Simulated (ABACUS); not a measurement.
Y under changes of volume

One of the cells (33.012 Å³/atom); the others are scaled copies at fixed shape and fractional positions:

```xyz
2
Lattice="3.6474 0.0000 0.0000 -1.8237 3.1587 0.0000 0.0000 0.0000 5.7306" Properties=species:S:1:pos:R:3 pbc="T T T"
Y     1.8237    1.0529    4.2980
Y     0.0000    2.1058    1.4326
```

```yaml
Program: ABACUS 3.10.1
Functional: PBE
Potentials_or_basis: PseudoDojo NC SR 0.4.1 PBE standard
Cutoff: 993 eV
Density_cutoff: 3973 eV
Basis: plane waves
k_mesh: 8 × 8 × 5
Occupations: fermi-dirac, width 0.05 eV
Spin: no spin polarisation
```

| volume (Å³/atom) | energy over the lowest point (meV/atom) | pressure (GPa) |
| --- | --- | --- |
| 31.031 | ? | ? |
| 31.691 | 5.99 | 1.6 |
| 32.351 | 1.21 | 0.7 |
| 33.012 | 0.00 | -0.1 |
| 33.672 | 2.11 | -0.9 |
| 34.332 | 7.28 | -1.6 |
| 34.992 | 15.26 | -2.2 |

Question: What does the run at 31.031 Å³/atom give?

Answer: Energy over the lowest point 14.59 meV/atom; pressure 2.6 GPa.

Worked out: A Birch-Murnaghan fit of order 3 (a polynomial in V^(-2/3)) to the other rows has its minimum at 32.91 Å³/atom with B0 = V·E''(V) = 40 GPa and B' = 3.0 at fixed shape and positions, which overstates the stiffness. It gives 14.65 meV/atom at 31.031 Å³/atom, against the run's 14.59, and -dE/dV = 2.6 GPa, against 2.6.

Energies are extrapolated to zero smearing.
